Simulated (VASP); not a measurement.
A run of VASP 6.6.1 is set up as follows.

The input INCAR:

```
SYSTEM = Cd
PREC = Accurate
ENCUT = 600
EDIFF = 1E-7
ISMEAR = -1
SIGMA = 0.05
LREAL = .False.
LASPH = .True.
NELM = 100
ALGO = Normal
ISIF = 3
LWAVE = .False.
LCHARG = .False.
METAGGA = R2SCAN
LMIXTAU = .True.
IBRION = 2
NSW = 40
EDIFFG = -0.01
```

File KPOINTS:

```
Automatic mesh
0
Gamma
  10 10 10
  0 0 0
```

The input POSCAR:

```
Cd
1.0
   -1.7843220000      1.7843220000      1.7843220000
    1.7843220000     -1.7843220000      1.7843220000
    1.7843220000      1.7843220000     -1.7843220000
Cd
1
Direct
    0.0000000000      0.0000000000      0.0000000000
```

Potentials or basis: VASP PAW PBE potentials, release 64 (Cd).

Launch:

```console
$ cat potpaw_PBE.64/Cd/POTCAR > POTCAR
$ mpirun -np 1 vasp_std > vasp.out
```

(1) Predict the space group after relaxing (to 0.05 Å).

(2) Predict the relaxed cell.

(3) Predict the relaxed volume.

(4) Predict the band gap on the k mesh.

## Answers

(1) Im-3m (No. 229).

(2) a = 3.060 Å, b = 3.060 Å, c = 3.060 Å, α = 109.47°, β = 109.47°, γ = 109.47°.

(3) 22.07 Å³/atom.

(4) none (metal or under the smearing width).

Caveat: the PAW data sets were made with another functional, which shifts forces and pressure a little.
